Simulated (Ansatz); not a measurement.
**Cu (P6_3/mmc)**

These are results of DFT PBE, scalar-relativistic, plane waves, PAW (Ansatz), not measurements.

Plane waves to 420 eV, a k mesh through Γ of 18×18×6 on the computed 4-atom cell and Gaussian smearing (0.10 eV); no spin polarisation.

The structure is relaxed at this level of theory with its symmetry kept. This form isn't the element's structure at ambient conditions.

```
Cu
1.0
     2.56704    0.00000    0.00000
    -1.28352    2.22312    0.00000
     0.00000    0.00000    8.38656
Cu
4
Direct
  0.00000 0.00000 0.00000
  0.33333 0.66667 0.25000
  0.00000 0.00000 0.50000
  0.66667 0.33333 0.75000
```

```
Space group                                                       : P6_3/mmc (No. 194)
Volume per atom                                                   : 11.97 Å³
Formation energy from the elements' standard states (uncorrected) : +0.006 eV/atom
Kohn–Sham band gap                                                : none (metal)
Density of states at the Fermi level                              : 1.29 states/eV per cell
Löwdin character within 0.5 eV of the Fermi level                 : Cu 4s 42 %, Cu 3d 34 %, unprojected 24 %
Bader charges (e)                                                 : Cu (2 in the cell) 0.00, Cu (2 in the cell) 0.00
```

Cost: 1 run of about 1.3 core-minutes, on Arm Neoverse V1 (shared hosts).